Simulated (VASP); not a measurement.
# TiSe2 (P-3m1) in VASP: notebook, part 3 of 3

VASP 6.6.1.

### 7 Band structure, PBE, non-collinear spin, zero start, spin-orbit coupling

The COD entry that gives the cell may itself be a prediction, so a difference from it is no test against experiment.

The input, INCAR:

```
ALGO     = Normal         # electronic algorithm
EDIFF    = 1E-6           # SCF threshold, eV
ENCUT    = 520            # plane-wave cutoff, eV
GGA      = PE             # functional
GGA_COMPAT= False        
ISIF     = 2              # what is computed and relaxed
ISMEAR   = 0              # smearing method
LASPH    = True           # aspherical terms in the spheres
LCHARG   = False          # write CHGCAR
LMAXMIX  = 4              # l up to which the mixer works
LORBIT   = 11             # projections on sites
LREAL    = False          # projectors in reciprocal space
LSORBIT  = True           # spin-orbit coupling
LWAVE    = False          # write WAVECAR
MAGMOM   = 0 0 0 0 0 0 0 0 0 # initial moments
NELM     = 80             # most SCF steps
PREC     = Accurate       # precision mode
SIGMA    = 0.02           # smearing width, eV
```

The input, KPOINTS:

```
k-points
0
Gamma
  8 8 4
```

The input, POSCAR:

```
TiSe2
1.0
    3.5360000000      0.0000000000      0.0000000000
   -1.7680000000      3.0622658278      0.0000000000
    0.0000000000      0.0000000000      6.0040000000
Ti Se
1 2
Direct
    0.0000000000      0.0000000000      0.0000000000
    0.3333333333      0.6666666667      0.2552000000
    0.6666666667      0.3333333333      0.7448000000
```

The input, KPOINTS_OPT:

```
path GMKGALHA,LM,KH
20
line-mode
reciprocal
 0.0000000000  0.0000000000  0.0000000000  G
 0.5000000000  0.0000000000  0.0000000000  M

 0.5000000000  0.0000000000  0.0000000000  M
 0.3333333333  0.3333333333  0.0000000000  K

 0.3333333333  0.3333333333  0.0000000000  K
 0.0000000000  0.0000000000  0.0000000000  G

 0.0000000000  0.0000000000  0.0000000000  G
 0.0000000000  0.0000000000  0.5000000000  A

 0.0000000000  0.0000000000  0.5000000000  A
 0.5000000000  0.0000000000  0.5000000000  L

 0.5000000000  0.0000000000  0.5000000000  L
 0.3333333333  0.3333333333  0.5000000000  H

 0.3333333333  0.3333333333  0.5000000000  H
 0.0000000000  0.0000000000  0.5000000000  A

 0.5000000000  0.0000000000  0.5000000000  L
 0.5000000000  0.0000000000  0.0000000000  M

 0.3333333333  0.3333333333  0.0000000000  K
 0.3333333333  0.3333333333  0.5000000000  H
```

Potentials or basis: VASP PAW PBE potentials, release 64 (Ti_sv, Se).

Command:

```
> cat potpaw_PBE.64/Ti_sv/POTCAR potpaw_PBE.64/Se/POTCAR > POTCAR
> mpirun -np 1 vasp_ncl > vasp.out
```

OUTCAR:

```text
EDIFF = 1E-6
   ENCUT = 520
   GGA = PE
   ISIF = 2
   ISMEAR = 0
   LASPH = True
   LORBIT = 11
   LREAL = False
   LSORBIT = True
   NELM = 80
   PREC = Accurate

 ion  position               nearest neighbor table
   1  0.000  0.000  0.000-   2 2.55   3 2.55   3 2.55   2 2.55   3 2.55   2 2.55
   2  0.333  0.667  0.255-   1 2.55   1 2.55   1 2.55
   3  0.667  0.333  0.745-   1 2.55   1 2.55   1 2.55

  LATTYP: Found a hexagonal cell.
 ALAT       =     3.5360000000
 C/A-ratio  =     1.6979638009

  Lattice vectors:

 A1 = (   3.5360000000,   0.0000000000,   0.0000000000)
 A2 = (  -1.7680000000,   3.0622658278,   0.0000000000)
 A3 = (   0.0000000000,   0.0000000000,   6.0040000000)

Analysis of symmetry for initial positions (statically):
=====================================================================
 Subroutine PRICEL returns:
 Original cell was already a primitive cell.

 Routine SETGRP: Setting up the symmetry group for a
 hexagonal supercell.

 Subroutine GETGRP returns: Found 12 space group operations
 (whereof 12 operations were pure point group operations)
 out of a pool of 24 trial point group operations.

The static configuration has the point symmetry D_3d.

Analysis of symmetry for dynamics (positions and initial velocities):
=====================================================================
 Subroutine PRICEL returns:
 Original cell was already a primitive cell.

 Routine SETGRP: Setting up the symmetry group for a
 hexagonal supercell.

 Subroutine GETGRP returns: Found 12 space group operations
 (whereof 12 operations were pure point group operations)
 out of a pool of 24 trial point group operations.

The dynamic configuration has the point symmetry D_3d.

Analysis of structural, dynamic, and magnetic symmetry:
[... 1037 lines left out ...]
 -----------------------------------------------------------------------------------
      0.00000      0.00000      0.00000        -0.000000      0.000000      0.000000
     -0.00000      2.04151      1.53222         0.000000      0.000000      0.094524
      1.76800      1.02076      4.47178         0.000000      0.000000     -0.094524
 -----------------------------------------------------------------------------------
    total drift:                                0.000000     -0.000000      0.000000

  FREE ENERGIE OF THE ION-ELECTRON SYSTEM (eV)
  ---------------------------------------------------
  free  energy   TOTEN  =       -18.2247256760 eV

  energy  without entropy=      -18.2241624029  energy(sigma->0) =      -18.22444404

 Spin-Orbit-Coupling matrix elements

 Ion:    1  E_soc:     -0.0122661
 l=   1
     0.0000000    -0.0017764    -0.0017529
    -0.0017764     0.0000000    -0.0017764
    -0.0017529    -0.0017764     0.0000000
 l=   2
     0.0000000    -0.0000762     0.0000000    -0.0000762    -0.0001339
    -0.0000762     0.0000000    -0.0001241    -0.0001404    -0.0000762
     0.0000000    -0.0001241     0.0000000    -0.0001241     0.0000000
    -0.0000762    -0.0001404    -0.0001241     0.0000000    -0.0000762
    -0.0001339    -0.0000762     0.0000000    -0.0000762     0.0000000
 l=   3
     0.0000000     0.0000000     0.0000000     0.0000000     0.0000000     0.0000000     0.0000000
     0.0000000     0.0000000     0.0000000     0.0000000     0.0000000     0.0000000     0.0000000
     0.0000000     0.0000000     0.0000000     0.0000000     0.0000000     0.0000000     0.0000000
     0.0000000     0.0000000     0.0000000     0.0000000     0.0000000     0.0000000     0.0000000
[... 29 lines left out ...]
 l=   2
     0.0000000    -0.0000001     0.0000000    -0.0000001     0.0000008
    -0.0000001     0.0000000     0.0000023     0.0000038    -0.0000001
     0.0000000     0.0000023     0.0000000     0.0000023     0.0000000
    -0.0000001     0.0000038     0.0000023     0.0000000    -0.0000001
     0.0000008    -0.0000001     0.0000000    -0.0000001     0.0000000
 l=   3
     0.0000000     0.0000000     0.0000000     0.0000000     0.0000000     0.0000000     0.0000000
     0.0000000     0.0000000     0.0000000     0.0000000     0.0000000     0.0000000     0.0000000
     0.0000000     0.0000000     0.0000000     0.0000000     0.0000000     0.0000000     0.0000000
     0.0000000     0.0000000     0.0000000     0.0000000     0.0000000     0.0000000     0.0000000
     0.0000000     0.0000000     0.0000000     0.0000000     0.0000000     0.0000000     0.0000000
     0.0000000     0.0000000     0.0000000     0.0000000     0.0000000     0.0000000     0.0000000
     0.0000000     0.0000000     0.0000000     0.0000000     0.0000000     0.0000000     0.0000000

 total charge

# of ion       s       p       d       tot
------------------------------------------
    1        2.180   6.160   1.835  10.175
    2        1.473   2.356   0.035   3.864
    3        1.473   2.356   0.035   3.864
--------------------------------------------------
tot          5.126  10.872   1.906  17.903

 magnetization (x)

# of ion       s       p       d       tot
------------------------------------------
    1        0.000   0.000   0.000   0.000
    2        0.000   0.000   0.000   0.000
    3        0.000   0.000   0.000   0.000
--------------------------------------------------
tot          0.000   0.000   0.000   0.000

 magnetization (y)

# of ion       s       p       d       tot
------------------------------------------
    1        0.000   0.000  -0.000  -0.000
    2        0.000   0.000   0.000   0.000
    3        0.000   0.000   0.000   0.000
--------------------------------------------------
tot          0.000   0.000  -0.000  -0.000

 magnetization (z)

# of ion       s       p       d       tot
------------------------------------------
    1        0.000   0.000   0.000   0.000
    2        0.000   0.000   0.000   0.000
    3        0.000   0.000   0.000   0.000
--------------------------------------------------
tot          0.000   0.000   0.000   0.000
```

OSZICAR:

```text
N       E                     dE             d eps       ncg     rms          rms(c)
DAV:   1     0.252758771411E+03    0.25276E+03   -0.11062E+04  2248   0.149E+03
DAV:   2     0.130641212332E+02   -0.23969E+03   -0.23051E+03  2344   0.414E+02
DAV:   3    -0.189992772310E+02   -0.32063E+02   -0.30501E+02  3712   0.133E+02
DAV:   4    -0.211726085036E+02   -0.21733E+01   -0.21675E+01  3280   0.303E+01
DAV:   5    -0.212826535646E+02   -0.11005E+00   -0.11003E+00  3200   0.563E+00    0.126E+01
DAV:   6    -0.198569739454E+02    0.14257E+01   -0.20930E+01  3008   0.493E+01    0.114E+01
DAV:   7    -0.185272602039E+02    0.13297E+01   -0.12388E+01  2992   0.374E+01    0.491E+00
DAV:   8    -0.182371901666E+02    0.29007E+00   -0.14831E+00  2824   0.133E+01    0.150E+00
DAV:   9    -0.182426575458E+02   -0.54674E-02   -0.12665E-01  3024   0.242E+00    0.126E+00
DAV:  10    -0.182243996022E+02    0.18258E-01   -0.51148E-02  2968   0.252E+00    0.391E-01
[... 50 further cycles ...]
DAV:   9    -0.101265162938E+05   -0.55535E-06     1872
       N       E                     dE             ncg
DAV:   1     0.255875697185E+05   -0.47307E+04      320
DAV:   2     0.244683104821E+05   -0.11193E+04      328
DAV:   3     0.243290138419E+05   -0.13930E+03      504
DAV:   4     0.243188617240E+05   -0.10152E+02      448
DAV:   5     0.243182355621E+05   -0.62616E+00      448
DAV:   6     0.243182168158E+05   -0.18746E-01      416
DAV:   7     0.243182162933E+05   -0.52248E-03      472
DAV:   8     0.243182162847E+05   -0.86553E-05      368
DAV:   9     0.243182162846E+05   -0.10326E-06      296
```

stdout:

```text
POSCAR found type information on POSCAR TiSe
 POSCAR found :  2 types and       3 ions
 scaLAPACK will be used
 LDA part: xc-table for (Slater+PW92), standard interpolation
 POSCAR, INCAR and KPOINTS ok, starting setup
 FFT: planning ... GRIDC
 FFT: planning ... GRID_SOFT
 FFT: planning ... GRID
 WAVECAR not read
 entering main loop
 Start KPOINTS_OPT (optional k-point list driver)
k-point batch [1-35\180]
k-point batch [36-70\180]
k-point batch [71-105\180]
k-point batch [106-140\180]
k-point batch [141-175\180]
k-point batch [176-180\180]
```

It took 5.3 min on 1 thread of Intel Xeon 6975P-C (Granite Rapids), shared host; peak memory 0.44 GiB.

Results:

```yaml
Free_energy: -18.2247 eV
Pressure: 1.5 GPa
Largest_force: 0.095 eV/Å
Net_moment: 0.00 μB per cell
Valence_electrons_inside_the_program's_atomic_spheres: Ti 10.18; Se 3.86
```

Forces on the atoms (eV/Å):
```
Ti   0.000  0.000  0.000
Se   0.000  0.000  0.095
Se   0.000  0.000 -0.095
```

Moments on the atoms (μB; x, y, z):
```
Ti  0.00 0.00 0.00
Se  0.00 0.00 0.00
Se  0.00 0.00 0.00
```

Caveat: this functional lacks dispersion, which binds the layers, so the pressure and a relaxed spacing across them are unreliable.

### 8 Summary

| level | potentials or basis | spin | k mesh | cutoff (eV) | mesh quality | pressure (GPa) | largest force (eV/Å) |
| --- | --- | --- | --- | --- | --- | --- | --- |
| PBE | VASP PAW PBE potentials, release 64 (Ti_sv, Se) | off | 8 × 8 × 4 | 520 | not flagged | 1.4 | 0.09 |
| LDA | VASP PAW LDA potentials, release 64 (Ti_sv, Se) | off | 8 × 8 × 4 | 520 | not flagged | -4.7 | 0.24 |
| TB-mBJ | VASP PAW PBE potentials, release 64 (Ti_sv, Se) | off | 8 × 8 × 4 | 520 | not flagged | - | - |
| PBE | VASP PAW PBE potentials, release 64 (Ti, Se) | off | 4 × 4 × 2 | 250 | coarse | 0.8 | 0.18 |
| PBE | VASP PAW PBE potentials, release 64 (Ti_sv_GW, Se_GW) | off | 8 × 8 × 4 | 450 | not flagged | 1.3 | 0.09 |
| PBE | VASP PAW PBE potentials, release 64 (Ti_sv, Se) | non-collinear, zero start, SOC | 8 × 8 × 4 | 520 | not flagged | 1.5 | 0.09 |

Alike in all rows: task band structure; cell as given; smearing gaussian 0.02 eV.

Caveats: some runs use coarse meshes; this functional lacks dispersion, which binds the layers, so the pressure and a relaxed spacing across them are unreliable (some runs); the cutoff is under 1.25 times the usual one of these potentials, so pressure, stress and relaxed cells hold a basis-set (Pulay) error (some runs); the PAW data sets were made with another functional, which shifts forces and pressure a little (some runs).

Absolute energies hang on the potentials; compare differences alone.
